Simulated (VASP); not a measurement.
# TePt (P-6m2) in VASP: notebook

One crystal, TePt, is run at these levels: LDA+U; tasks: single point.

Everything below comes from runs of VASP 6.6.1. Logs are shortened: lines on timing, memory, paths and dates and some standing lists are left out, and cuts for length are marked.

### Step 1. Starting point

It takes space group P-6m2 (No. 187, hexagonal). Conventional cell: a = 3.955 Å, b = 3.955 Å, c = 3.860 Å, α = 90.00°, β = 90.00°, γ = 120.00°. Pt (site symmetry -6m2) is surrounded by 6 Te at 2.99 Å. Te (site symmetry -6m2) is surrounded by 6 Pt at 2.99 Å.

Measurements of this composition are mostly on another form, of space group No. 166.

### Step 2. Single point, LDA+U, collinear spin, typed start

INCAR reads:

```
  PREC = Accurate
  ENCUT = 520
  EDIFF = 1E-6
  ISMEAR = 0
  SIGMA = 0.05
  LREAL = False
  LASPH = True
  NELM = 150
  ALGO = Fast
  ISIF = 2
  LWAVE = False
  LCHARG = False
  ISPIN = 2
  MAGMOM = 2 0
  LORBIT = 11
  LMAXMIX = 4
  LDAU = True
  LDAUTYPE = 2
  LDAUL = 2 -1
  LDAUU = 7 0
  LDAUJ = 0 0
  LDAUPRINT = 1
  NBANDS = 19
```

KPOINTS reads:

```
Automatic mesh
0
Gamma
  6 6 5
```

POSCAR reads:

```
TePt
1.0
    3.9548758500      0.0000000000      0.0000000000
   -1.9774379300      3.4250229600      0.0000000000
    0.0000000000      0.0000000000      3.8597628900
Pt Te
1 1
Direct
    0.0000000000      0.0000000000      0.0000000000
    0.6666666667      0.3333333333      0.5000000000
```

Potentials or basis: VASP PAW LDA potentials, release 64 (Pt, Te).

Command:

```bash
> cat potpaw_LDA.64/Pt/POTCAR potpaw_LDA.64/Te/POTCAR > POTCAR
> mpirun -np 1 vasp_std > vasp.out
```

OUTCAR:

```text
PREC = Accurate
   ENCUT = 520
   EDIFF = 1E-6
   ISMEAR = 0
   LREAL = False
   LASPH = True
   NELM = 150
   ISIF = 2
   ISPIN = 2
   LORBIT = 11

 ion  position               nearest neighbor table
   1  0.000  0.000  0.000-   2 2.99   2 2.99   2 2.99   2 2.99   2 2.99   2 2.99
   2  0.667  0.333  0.500-   1 2.99   1 2.99   1 2.99   1 2.99   1 2.99   1 2.99

  LATTYP: Found a hexagonal cell.
 ALAT       =     3.9548758500
 C/A-ratio  =     0.9759504562

  Lattice vectors:

 A1 = (   3.9548758500,   0.0000000000,   0.0000000000)
 A2 = (  -1.9774379300,   3.4250229600,   0.0000000000)
 A3 = (   0.0000000000,   0.0000000000,   3.8597628900)

Analysis of symmetry for initial positions (statically):
=====================================================================
 Subroutine PRICEL returns:
 Original cell was already a primitive cell.

 Routine SETGRP: Setting up the symmetry group for a
 hexagonal supercell.

 Subroutine GETGRP returns: Found 12 space group operations
 (whereof 12 operations were pure point group operations)
 out of a pool of 24 trial point group operations.

The static configuration has the point symmetry D_3h.

Analysis of symmetry for dynamics (positions and initial velocities):
=====================================================================
 Subroutine PRICEL returns:
 Original cell was already a primitive cell.

 Routine SETGRP: Setting up the symmetry group for a
 hexagonal supercell.

 Subroutine GETGRP returns: Found 12 space group operations
 (whereof 12 operations were pure point group operations)
 out of a pool of 24 trial point group operations.

The dynamic configuration has the point symmetry D_3h.

Analysis of structural, dynamic, and magnetic symmetry:
=====================================================================
 Subroutine PRICEL returns:
 Original cell was already a primitive cell.

 Routine SETGRP: Setting up the symmetry group for a
 hexagonal supercell.

 Subroutine GETGRP returns: Found 12 space group operations
 (whereof 12 operations were pure point group operations)
 out of a pool of 24 trial point group operations.

The overall configuration has the point symmetry D_3h.

 Subroutine INISYM returns: Found 12 space group operations
 (whereof 12 operations are pure point group operations),
 and found     1 'primitive' translations

----------------------------------------------------------------------------------------

                                     Primitive cell

  volume of cell :      52.2826

  direct lattice vectors                    reciprocal lattice vectors
     3.954875850  0.000000000  0.000000000     0.252852438  0.145984423  0.000000000
    -1.977437930  3.425022960  0.000000000     0.000000000  0.291968846  0.000000000
     0.000000000  0.000000000  3.859762890     0.000000000  0.000000000  0.259083272

  length of vectors
     3.954875850  3.954875857  3.859762890     0.291968846  0.291968846  0.259083272

  position of ions in fractional coordinates (direct lattice)
     0.000000000  0.000000000  0.000000000
     0.666666667  0.333333333  0.500000000

  ion indices of the primitive-cell ions
   primitive index   ion index
                 1           1
                 2           2

----------------------------------------------------------------------------------------

 KPOINTS: Automatic mesh

Automatic generation of k-mesh.
 Grid dimensions read from file:
 generate k-points for:    6    6    5

[... 69 lines left out ...]
   PSTRESS=    0.0 pullay stress
   NELECT =      16.0000    total number of electrons
   NUPDOWN=      -1.0000    fix difference up-down
   EMIN   =  10.00;   EMAX   =-10.00  energy-range for DOS
   EFERMI =   0.00;   METHOD = LEGACY
   ISMEAR =     0;   SIGMA  =   0.05  broadening in eV -4-tet -1-fermi 0-gaus
   EFERMI_NEDOS =   21; number of points for ismear=-14 and -15
   IALGO  =     68    algorithm
   IMIX   =      4    mixing-type and parameters
     AMIX     =   0.40;   BMIX     =  1.00
     AMIX_MAG =   1.60;   BMIX_MAG =  1.00
  volume/ion in A,a.u.               =      26.14       176.41
  Fermi-wavevector in a.u.,A,eV,Ry     =   1.103221  2.084785 16.559603  1.217096
  Thomas-Fermi vector in A             =   2.239676
   LORBIT       =     11    0 simple, 1 ext, 2 COOP (PROOUT), +10 PAW based schemes
 LDA+U is selected, type is set to LDAUTYPE =  2
   angular momentum for each species LDAUL =     2   -1
   U (eV)           for each species LDAUU =   7.0  0.0
   J (eV)           for each species LDAUJ =   0.0  0.0
   GGA     = CA    functional components
   LHFCALC =     F    Hartree Fock is set to
   AEXX    =    0.0000 exact exchange contribution
   IVDW    =     0    specifies the selected vdW correction
   LEPSILON=     F    determine dielectric tensor
   LRPA    =     F    only Hartree local field effects (RPA)
 spin polarized calculation
 RMM-DIIS sequential band-by-band and
 Gauss-broadening in eV      SIGMA  =   0.05
  energy-cutoff  :      520.00
  volume of cell :       52.28
 maximum number of plane-waves:      1430
 NGX is ok and might be reduce to    30
   NGX = 15   NGY = 15   NGZ = 15

atom =   1  type =  1  l = 2

 onsite density matrix

spin component  1

  0.9263  0.0000  0.0000 -0.0000  0.0000
  0.0000  0.8372 -0.0000 -0.0000  0.0000
  0.0000 -0.0000  0.9537  0.0000  0.0000
 -0.0000 -0.0000  0.0000  0.8372  0.0000
  0.0000  0.0000  0.0000  0.0000  0.9263

spin component  2

  0.9262  0.0000  0.0000 -0.0000  0.0000
  0.0000  0.8371 -0.0000 -0.0000  0.0000
  0.0000 -0.0000  0.9537  0.0000  0.0000
 -0.0000 -0.0000  0.0000  0.8371  0.0000
  0.0000  0.0000  0.0000  0.0000  0.9262

 occupancies and eigenvectors

  o =  0.8371  v =  0.0000  0.0000  0.0000  0.0000  0.0000  0.0000  0.3787  0.0000  0.9255 -0.0000      0.0000  0.0000  0.0000  0.0000  0.0000  0.0000  0.0000  0.0000  0.0000  0.0000
  o =  0.8371  v =  0.0000  0.0000  0.0000  0.0000  0.0000 -0.0000  0.9255  0.0000 -0.3787 -0.0000      0.0000  0.0000  0.0000  0.0000  0.0000  0.0000  0.0000  0.0000  0.0000  0.0000
  o =  0.8372  v =  0.0000  0.3787  0.0000  0.9255  0.0000  0.0000  0.0000  0.0000  0.0000  0.0000      0.0000  0.0000  0.0000  0.0000  0.0000  0.0000  0.0000  0.0000  0.0000  0.0000
  o =  0.8372  v = -0.0000  0.9255  0.0000 -0.3787  0.0000  0.0000  0.0000  0.0000  0.0000  0.0000      0.0000  0.0000  0.0000  0.0000  0.0000  0.0000  0.0000  0.0000  0.0000  0.0000
  o =  0.9262  v =  0.0000  0.0000  0.0000  0.0000  0.0000 -0.5961 -0.0000  0.0000 -0.0000 -0.8029      0.0000  0.0000  0.0000  0.0000  0.0000  0.0000  0.0000  0.0000  0.0000  0.0000
  o =  0.9262  v =  0.0000  0.0000  0.0000  0.0000  0.0000 -0.8029  0.0000  0.0000  0.0000  0.5961      0.0000  0.0000  0.0000  0.0000  0.0000  0.0000  0.0000  0.0000  0.0000  0.0000
  o =  0.9263  v = -0.9281  0.0000  0.0000 -0.0000 -0.3723  0.0000  0.0000  0.0000  0.0000  0.0000      0.0000  0.0000  0.0000  0.0000  0.0000  0.0000  0.0000  0.0000  0.0000  0.0000
  o =  0.9263  v =  0.3723  0.0000  0.0000 -0.0000 -0.9281  0.0000  0.0000  0.0000  0.0000  0.0000      0.0000  0.0000  0.0000  0.0000  0.0000  0.0000  0.0000  0.0000  0.0000  0.0000
  o =  0.9537  v =  0.0000  0.0000  0.0000  0.0000  0.0000 -0.0000 -0.0000 -1.0000 -0.0000 -0.0000      0.0000  0.0000  0.0000  0.0000  0.0000  0.0000  0.0000  0.0000  0.0000  0.0000
  o =  0.9537  v = -0.0000  0.0000 -1.0000 -0.0000 -0.0000  0.0000  0.0000  0.0000  0.0000  0.0000      0.0000  0.0000  0.0000  0.0000  0.0000  0.0000  0.0000  0.0000  0.0000  0.0000

 number of electron      16.0000002 magnetization       0.0006054

 Free energy of the ion-electron system (eV)
  ---------------------------------------------------
  ext. energy  EPLUGINS =         0.00000000
  ---------------------------------------------------
  free energy    TOTEN  =        -6.14375518 eV

  energy without entropy =       -6.14014683  energy(sigma->0) =       -6.14195100

 E-fermi :   5.8751     XC(G=0): -10.4541

 val. band max:        5.8696444291   @ k =   0.1667   0.1667   0.2000
 cond. band min:       5.8883029853   @ k =   0.1667   0.0000   0.4000
 fundamental gap:      0.0186585561
 Fermi energy:         5.8751358179

 spin component 1

 k-point     1 :       0.0000    0.0000    0.0000
  band No.  band energies     occupation
      1      -6.3984      1.00000
      2       1.6101      1.00000
      3       1.8763      1.00000
      4       1.8763      1.00000
      5       3.1287      1.00000
      6       3.1287      1.00000
[... 438 lines left out ...]
      5       2.6571      1.00000
      6       3.1980      1.00000
[... 11 lines left out ...]
     18      21.7872      0.00000
     19      23.4899      0.00000
 Fermi energy:         5.8751358179

 spin component 2

 k-point     1 :       0.0000    0.0000    0.0000
  band No.  band energies     occupation
      1      -6.3982      1.00000
      2       1.6105      1.00000
      3       1.8767      1.00000
      4       1.8767      1.00000
      5       3.1298      1.00000
      6       3.1298      1.00000
[... 439 lines left out ...]
      6       3.1982      1.00000
[... 11 lines left out ...]
     18      21.7874      0.00000
     19      23.4301      0.00000

------------------------ aborting loop because EDIFF is reached ----------------------------------------

  FORCE on cell =-STRESS in cart. coord.  units (eV):
  Direction    XX          YY          ZZ          XY          YZ          ZX
  --------------------------------------------------------------------------------------
  -------------------------------------------------------------------------------------
  Total       -5.5184086     -5.5184086     -7.7291676      0.0000000      0.0000000      0.0000000
  in kB     -169.1092902   -169.1092907   -236.8570620      0.0000002      0.0000000      0.0000000
  external PRESSURE =    -191.6918810 kB  Pullay stress =       0.0000000 kB

 VOLUME and BASIS-vectors are now :
 -----------------------------------------------------------------------------
  energy-cutoff  :      520.00
  volume of cell :       52.28
      direct lattice vectors                 reciprocal lattice vectors
     3.954875850  0.000000000  0.000000000     0.252852438  0.145984423  0.000000000
    -1.977437930  3.425022960  0.000000000     0.000000000  0.291968846  0.000000000
     0.000000000  0.000000000  3.859762890     0.000000000  0.000000000  0.259083272

 POSITION                                       TOTAL-FORCE (eV/Angst)
 -----------------------------------------------------------------------------------
      0.00000      0.00000      0.00000         0.000000     -0.000000      0.000000
      1.97744      1.14167      1.92988        -0.000000      0.000000      0.000000
 -----------------------------------------------------------------------------------
    total drift:                               -0.000000      0.000000      0.000000

  FREE ENERGIE OF THE ION-ELECTRON SYSTEM (eV)
  ---------------------------------------------------
  free  energy   TOTEN  =        -6.1437551776 eV

  energy  without entropy=       -6.1401468318  energy(sigma->0) =       -6.14195100

 total charge

# of ion       s       p       d       tot
------------------------------------------
    1        0.439   0.222   8.891   9.551
    2        1.435   1.671   0.048   3.154
--------------------------------------------------
tot          1.874   1.893   8.938  12.705

 magnetization (x)

# of ion       s       p       d       tot
------------------------------------------
    1        0.000   0.000   0.000   0.000
    2        0.000   0.000   0.000   0.000
--------------------------------------------------
tot          0.000   0.000   0.000   0.000
```

It took 30 s on 1 thread of Intel Xeon Platinum 8488C (Sapphire Rapids), shared host; peak memory 0.17 GiB.

Results:

```
Free energy                                           : -6.1438 eV
Pressure                                              : -19.2 GPa
Band gap on the k mesh                                : none (metal or under the smearing width)
Net moment                                            : 0.00 μB per cell
Valence electrons inside the program's atomic spheres : Pt 9.55; Te 3.15
```

Stress tensor (GPa, compression positive):
```
-16.91   0.00   0.00
  0.00 -16.91   0.00
  0.00   0.00 -23.69
```

Eigenvalues of the final occupation matrices:
| site | spin | trace | eigenvalues |
| --- | --- | --- | --- |
| site 1 d | 1 | 4.48 | 0.84 0.84 0.93 0.93 0.95 |
| site 1 d | 2 | 4.48 | 0.84 0.84 0.93 0.93 0.95 |

Caveat: the U is typed as a test and isn't derived for this compound. The state reached can hang on the start; a lower one may exist.

### Step 3. Single point, LDA+U, collinear spin, typed start

INCAR reads:

```
SYSTEM = TePt
ALGO = Fast
EDIFF = 1E-7
ENCUT = 520
GGA = CA
ISIF = 2
ISMEAR = 0
ISPIN = 2
LASPH = .TRUE.
LCHARG = .FALSE.
LDAU = .TRUE.
LDAUJ = 0 0
LDAUL = 2 -1
LDAUPRINT = 1
LDAUTYPE = 2
LDAUU = 7 0
LMAXMIX = 4
LORBIT = 11
LREAL = .FALSE.
LWAVE = .FALSE.
MAGMOM = 0.5 0
NBANDS = 19
NELM = 150
NUPDOWN = 0.5
PREC = Accurate
SIGMA = 0.05
```

KPOINTS reads:

```
k-points
0
G
  6 6 5
  0 0 0
```

POSCAR is that of step 2.

Potentials or basis: VASP PAW LDA potentials, release 64 (Pt, Te).

Command:

```bash
> cat potpaw_LDA.64/Pt/POTCAR potpaw_LDA.64/Te/POTCAR > POTCAR
> mpirun -np 1 vasp_std > vasp.out
```

Run time: 32 s. Hardware: 1 thread of Intel Xeon Platinum 8488C (Sapphire Rapids), shared host; peak memory 0.17 GiB.

Results (log left out):

```yaml
Free_energy: -6.0956 eV
Pressure: -18.9 GPa
Net_moment: 0.50 μB per cell
Site_moments: Pt +0.24; Te +0.16 μB
Valence_electrons_inside_the_program's_atomic_spheres: Pt 9.55; Te 3.15
```

Stress tensor (GPa, compression positive):
```
-16.37   0.00   0.00
  0.00 -16.37   0.00
  0.00   0.00 -23.88
```

Eigenvalues of the final occupation matrices:
```tsv
site	spin	trace	eigenvalues
site 1 d	1	4.59	0.88 0.88 0.94 0.94 0.96
site 1 d	2	4.38	0.80 0.80 0.91 0.91 0.95
```

Caveat: the total moment is fixed, so each spin has its own Fermi level; the U is typed as a test and isn't derived for this compound. The run has no spin-orbit coupling, so splittings on Pt, Te are missing.
